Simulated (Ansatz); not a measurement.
## NaI under changes of volume

One of the cells (33.899 Å³/atom); the others are scaled copies at fixed shape and fractional positions:

```
I Na
1.0
     0.00000    3.23640    3.23640
     3.23640    0.00000    3.23640
     3.23640    3.23640    0.00000
I Na
1 1
Direct
  0.50000 0.50000 0.50000
  0.00000 0.00000 0.00000
```

* Program: Ansatz 0.2.0
* Functional: r2SCAN
* Potentials or basis: Ansatz PAW
* Cutoff: 500 eV (not typed: the program's choice for these potentials)
* k mesh: 7 × 7 × 7
* Occupations: fermi-dirac, width 0.05 eV
* Spin: no spin polarisation

```csv
volume (Å³/atom),energy over the lowest point (meV/atom),pressure (GPa),gap on the mesh (eV)
31.865,?,?,?
32.543,2.27,0.7,4.56
33.221,0.34,0.3,4.49
33.899,0.00,-0.1,4.43
34.577,1.08,-0.4,4.37
35.255,3.42,-0.7,4.31
35.933,6.88,-0.9,4.26
```

Problem. What does the run at 31.865 Å³/atom give?

Solution. Energy over the lowest point 5.98 meV/atom; pressure 1.1 GPa; gap on the mesh 4.63 eV.

Worked out: A Birch-Murnaghan fit of order 3 (a polynomial in V^(-2/3)) to the other rows has its minimum at 33.71 Å³/atom with B0 = V·E''(V) = 17.2 GPa and B' = 4.8. It gives 5.99 meV/atom at 31.865 Å³/atom, against the run's 5.98, and -dE/dV = 1.1 GPa, against 1.1. A straight line through the other rows of the gap, of slope -3.03 eV per unit of ln V (its deformation potential), extrapolates to 4.62 eV, against the run's 4.63.

Energies are extrapolated to zero smearing.

Caveats: odd divisions of the mesh miss points on the zone boundary, where band edges often lie, so the gap on the mesh can be too wide; spin-orbit coupling is left out, which moves the levels of the heavy elements; the PAW data sets come from PBE, with cores solved anew for the run's functional, which leaves a small shift of forces and pressure.
